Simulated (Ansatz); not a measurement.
Born–Oppenheimer molecular dynamics of a periodic cell of 16 atoms, WC (start crystal WC, start structure P-6m2, volume 1.1 times the crystal's). It goes on from the last frame of an earlier run, with new velocities.

These are results of DFT PBE, scalar-relativistic, plane waves, PAW in Ansatz, not measurements. Settings: accuracy low, PAW set soft_1, cutoff 420 eV, k mesh 2x2x2, fermi-dirac smearing 0.17 eV, no spin polarisation.

```
ensemble             : NVT, Langevin thermostat
time step            : 1 fs
steps asked          : 289
set temperature      : 1600 K
friction             : 0.02 /fs
temperature schedule : 217 steps to 300 K, then 72 steps to 300 K
seed                 : 493544
```

First frame:

```xyz
16
Lattice="-2.9549 -5.1181 0.0000 4.4324 -2.5591 0.0000 0.0000 0.0000 5.7954" Properties=species:S:1:pos:R:3
W 0.139 -4.870 0.360
C 1.481 -3.928 1.864
W 0.050 -4.991 3.126
C 1.554 -4.085 4.543
W -1.493 -2.448 0.248
C 0.035 -1.578 1.671
W -1.486 -2.263 3.114
C -0.021 -1.285 4.559
W 1.569 -2.320 0.287
C 2.909 -1.522 1.581
W 1.600 -2.369 3.069
C 2.888 -1.570 4.762
W 0.097 0.124 0.290
C -1.333 -3.889 1.854
W -0.005 0.278 3.263
C -1.348 -4.062 4.708
```

(1) What does the run give?

(2) What happens to the structure?

(3) How do temperature and energy run in time?

## Answers

(1) The run went to its last step.

```
steps done                                               : 289
time covered                                             : 289 fs
mean temperature over the second half                    : 559 K
spread of the potential energy over the second half      : 27.0 meV per atom
mean potential energy of the second half above the start : -142.1 meV per atom
```

The schedule's set-point averaged 409 K over the second half and the system 559 K, so it lags behind the ramp. A run of 0.29 ps of so small a system gives no equilibrium averages. Limits of this set-up: coarse k mesh, low accuracy level.

(2) Mean squared displacements from the first frame to the last, about the centre of mass: W 0.02 Å², C 0.04 Å². The details hang on the random start.

(3) 
| time (fs) | T (K) | potential energy less start (eV) |
| --- | --- | --- |
| 0.0 | 1500 | 0.000 |
| 24.0 | 1604 | -0.541 |
| 48.0 | 978 | -0.760 |
| 72.0 | 1353 | -1.094 |
| 96.0 | 991 | -0.624 |
| 120.0 | 1087 | -1.270 |
| 144.0 | 1041 | -2.010 |
| 168.0 | 942 | -1.935 |
| 192.0 | 665 | -2.029 |
| 216.0 | 627 | -2.545 |
| 240.0 | 323 | -2.431 |
| 264.0 | 313 | -2.646 |
| 288.0 | 456 | -2.818 |

Time of the run: 25 min on 1 thread of Arm Neoverse V1, on a shared host, peak memory 0.51 GiB.
